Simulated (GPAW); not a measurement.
The system is Cu.

```
Cu
1.0
     0.00000    1.80750    1.80750
     1.80750    0.00000    1.80750
     1.80750    1.80750    0.00000
Cu
1
Direct
  0.00000 0.00000 0.00000
```

```yaml
Program: GPAW 26.7.0
Task: relaxation of cell and atoms
Functional: PBEsol
Dispersion: D3(BJ)
Potentials_or_basis: PAW data sets generated in the run's folder for this functional
Cutoff: 600 eV
Basis: pw
k_mesh: 13 × 13 × 13
Occupations: fermi-dirac, width 0.05 eV
Spin: no spin polarisation
```

At the start: pressure -11.9 GPa; volume 11.81 Å³/atom.

Question: How do energy, volume and symmetry change on relaxing?

Answer: Over 4 steps the energy falls by 33.7 meV/atom and the volume is 10.94 Å³/atom (-7.3 %); space group Fm-3m (No. 225, to 0.05 Å).

Step by step:
| step | energy change (eV) | largest force (eV/Å) | pressure (GPa) | volume (Å³) |
| --- | --- | --- | --- | --- |
| 1 | 0.0000 | 0.0000 | -11.90 | 11.81 |
| 2 | -0.0250 | 0.0000 | -6.65 | 11.37 |
| 3 | -0.0334 | 0.0000 | 0.95 | 10.89 |
| 4 | -0.0337 | 0.0000 | -0.06 | 10.94 |

Final structure:
```
Cu
1.0
     0.00000    1.76222    1.76222
     1.76222    0.00000    1.76222
     1.76222    1.76222    0.00000
Cu
1
Cartesian
  0.0000 0.0000 0.0000
```

Caveat: with this Cu data set, volumes or pressures lay over 1.5 % or 2 GPa off other programs in two to four cells of ten; later steps reuse the first step's grids; pairwise dispersion overbinds metals, which lowers pressure and volume.
